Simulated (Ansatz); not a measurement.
# PbSe: the cost of one run

Computed with Ansatz 0.2.0 (DFT PBEsol, scalar-relativistic, unless a step's input says otherwise).

### 1 Starting point

Symmetry: Fm-3m, No. 225, cubic system. The conventional cell has a = 6.124 Å, b = 6.124 Å, c = 6.124 Å, α = 90.00°, β = 90.00°, γ = 90.00°. Pb (site symmetry m-3m) is surrounded by 6 Se at 3.06 Å. Se (site symmetry m-3m) is surrounded by 6 Pb at 3.06 Å.

As a file:

```
CELL_PARAMETERS angstrom
0.00000 3.06215 3.06215
3.06215 0.00000 3.06215
3.06215 3.06215 0.00000
ATOMIC_POSITIONS crystal
Pb 0.00000 0.00000 0.00000
Se 0.50000 0.50000 0.50000
```

Atoms are numbered in the order of the input: Pb1, Se2.

### 2 The deformed structure

Space group Fm-3m before, R-3m after.

### 3 Full-potential LAPW

input.yaml

```yaml
crystal:
  lattice:
    - [-0.0918645, 3.01621775, 3.01621775]
    - [3.01621775, -0.0918645, 3.01621775]
    - [3.01621775, 3.01621775, -0.0918645]
  atoms:
    - { symbol: Pb, position: [0.0, 0.0, 0.0] }
    - { symbol: Se, position: [0.5, 0.5, 0.5] }
kpoints:
  mp_grid: { grid: [9, 9, 9] }
  band_path:
    path:
      - [0.0, 0.0, 0.0]
      - [0.5, 0.5, 0.5]
      - [0.2579113083, 0.5, 0.7420886917]
      - [-0.2579113083, 0.2579113083, 0.5]
      - [0.0, 0.0, 0.5]
      - [0.0, 0.0, 0.0]
      - [-0.3789556542, 0.0, 0.3789556542]
      - [0.0, 0.3789556542, 0.6210443458]
      - [0.0, 0.5, 0.5]
    npoints: 5
scf:
  occupations: { method: fermi_dirac, width: 0.01 }
hamiltonian:
  xc: pbesol
  pseudopotentials: { kind: all_electron, lapw: { basis_error: 0.00025 } }
output:
  forces: true
  stress: true
  eigenvalues: true
```

Run with:

```bash
$ ansatz run input.yaml --threads 1 --pin off --max-ram 3072MiB --backend cpu --events-out ev --progress --plain --runs-dir out
```

Q: Estimate wall time and peak memory on 1 thread of Arm Neoverse V1, shared host.

About 44 s, with a peak of 0.52 GiB.
